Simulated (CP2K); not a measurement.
Al:

```
CELL_PARAMETERS angstrom
2.75607 0.00000 0.00000
-0.91869 2.59845 0.00000
-0.91869 -1.29922 2.25032
ATOMIC_POSITIONS crystal
Al 0.00000 0.00000 0.00000
```

This isn't the form of Al at room conditions, which is fcc.

* Program: CP2K 2026.2
* Task: single point
* Functional: PBEsol
* Potentials or basis: POTENTIAL_UZH Al GTH-PBE-q3; TZVP-MOLOPT-PBE-GTH basis
* Density cutoff: 6123 eV
* k mesh: 12 × 12 × 12
* Occupations: fermi-dirac, width 0.05 eV
* Spin: no spin polarisation

On this cell: pressure 3.6 GPa; band gap on the k mesh none (metal or under the smearing width).

The same run follows on a disturbed copy (cell strained at random at fixed volume):

```
Al
1.0
     2.80999    0.00000    0.00000
    -0.98348    2.57006    0.00000
    -1.06670   -1.28323    2.23152
Al
1
Direct
  0.99931 0.01239 0.00585
```

**Question.** What changes?

**Answer.** The energy (extrapolated to zero smearing) moves by +2.6 meV/atom; pressure 3.7 GPa; band gap on the k mesh none (metal or under the smearing width).

Stress tensor (GPa, compression positive):
```
 2.69 -0.37  0.21
-0.37  3.89  1.68
 0.21  1.68  4.43
```

Caveats: the potentials were made for another functional, which shifts forces and pressure; the basis of atomic orbitals isn't converged, which shifts pressures, moduli and gaps.
